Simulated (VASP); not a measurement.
## Ti under changes of volume

One of the cells (15.827 Å³/atom); the others are scaled copies at fixed shape and fractional positions:

```
Ti
1.0
    -1.58165    1.58165    1.58165
     1.58165   -1.58165    1.58165
     1.58165    1.58165   -1.58165
Ti
1
Direct
  0.00000 0.00000 0.00000
```

This isn't the form of Ti at room conditions, which is hcp.

```yaml
Program: VASP 6.6.1
Functional: LDA
Potentials_or_basis: VASP PAW LDA potentials, release 64 (Ti_sv)
Cutoff: 520 eV
k_mesh: 10 × 10 × 10
Occupations: fermi-dirac, width 0.05 eV
Spin: no spin polarisation
```

```tsv
volume (Å³/atom)	energy over the lowest point (meV/atom)	pressure (GPa)
15.194	?	?
15.510	2.50	2.5
15.827	0.00	0.0
16.143	2.31	-2.2
16.460	9.03	-4.3
```

Q: What does the run at 15.194 Å³/atom give?

A: Energy over the lowest point 10.21 meV/atom; pressure 5.2 GPa.

Worked out: A Birch-Murnaghan fit of order 2 (a polynomial in V^(-2/3)) to the other rows has its minimum at 15.83 Å³/atom with B0 = V·E''(V) = 122 GPa. It gives 10.34 meV/atom at 15.194 Å³/atom, against the run's 10.21, and -dE/dV = 5.4 GPa, against 5.2.

Energies are extrapolated to zero smearing.
